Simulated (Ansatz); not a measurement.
# Notes on Cu$_{3}$Au

```xyz
4
Lattice="3.7649 0.0000 0.0000 0.0000 3.7649 0.0000 0.0000 0.0000 3.7649" Properties=species:S:1:pos:R:3 pbc="T T T"
Au    0.0000    0.0000    0.0000
Cu    0.0000    1.8824    1.8824
Cu    1.8824    0.0000    1.8824
Cu    1.8824    1.8824    0.0000
```

The numbers come from plane-wave PAW DFT (Ansatz): PBE, with U_eff = 4.76 eV on Cu d (all-electron-ortho-atomic projectors), spin-orbit coupling, 420 eV, 5×5×5 (shifted by 0.5, 0.5, 0.5 steps) k points, fermi-dirac occupations (width 0.1 eV). Nothing was relaxed.

The state carries no moments; the state need not be the lowest.

- Stress: The pressure is 2.7 GPa (compression positive), so with the atoms held at these fractions the cell would first expand.
- Charges: Bader charges in e: Cu +0.16, Au -0.47. In the mean Cu gives up most and Au takes most.
- Forces: The forces vanish by the symmetry of the sites.
- Electronic structure: It is a metal, with about 1.5 states/eV a cell as the mean within 0.25 eV of the Fermi level, mostly Cu s (48 %) and Cu d (15 %).

Origin: a database entry at a rescaled volume. Caveats: the k mesh is coarse if the cell is a metal; the SCF threshold is loose for a stress.
